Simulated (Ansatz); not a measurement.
The system is BaTiO3.

```
Ba Ti O
1.0
     3.99980    0.00000    0.00000
     0.00000    3.99980    0.00000
     0.00000    0.00000    4.01800
Ba Ti O
1 1 3
Cartesian
  3.9821 3.9624 0.0141
  2.0100 1.9676 1.8835
  1.9168 2.0572 0.0257
  2.0108 0.0132 2.0467
  0.0798 1.9992 2.1695
```

| Quantity | Value |
| --- | --- |
| Program | Ansatz 0.2.0 |
| Task | relaxation of cell and atoms |
| Functional | r2SCAN |
| Dispersion | D3(BJ) |
| Potentials or basis | Ansatz PAW |
| Cutoff | 500 eV (not typed: the program's choice for these potentials) |
| k mesh | 7 × 7 × 7 |
| Occupations | fermi-dirac, width 0.05 eV |
| Spin | no spin polarisation |

At the start: volume 12.86 Å³/atom.

Problem. How do energy, volume and symmetry change on relaxing?

Solution. It ends after 9 steps; space group R3m (No. 160, to 0.05 Å).

The path:
| step | energy change (eV) | largest force (eV/Å) | volume (Å³) |
| --- | --- | --- | --- |
| 1 | 0.0000 | 1.4639 | 64.28 |
| 2 | -0.0120 | 1.4418 | 64.81 |
| 3 | -0.1941 | 0.2626 | 64.19 |
| 4 | -0.2027 | 0.1599 | 63.99 |
| 5 | -0.2084 | 0.1977 | 64.58 |
| 6 | -0.2090 | 0.0973 | 64.21 |
| 7 | -0.2115 | 0.0096 | 64.21 |
| 8 | -0.2115 | 0.0008 | 64.25 |
| 9 | -0.2115 | 0.0008 | 64.25 |

Final structure:
```
Ba Ti O
1.0
     4.00481    0.00553    0.00577
     0.00553    4.00403    0.00572
     0.00579    0.00575    4.00701
Ba Ti O
1 1 3
Direct
  0.99388 0.99394 0.99933
  0.48143 0.48157 0.48668
  0.50547 0.50543 0.01955
  0.50557 0.01355 0.51123
  0.01366 0.50551 0.51121
```

Caveat: the plane-wave basis is chosen anew once the cell has moved, so the energies of steps on either side of that aren't comparable; the PAW data sets come from PBE, with cores solved anew for the run's functional, which leaves a small shift of forces and pressure; the dispersion damping was fitted for another functional or another form of the correction.
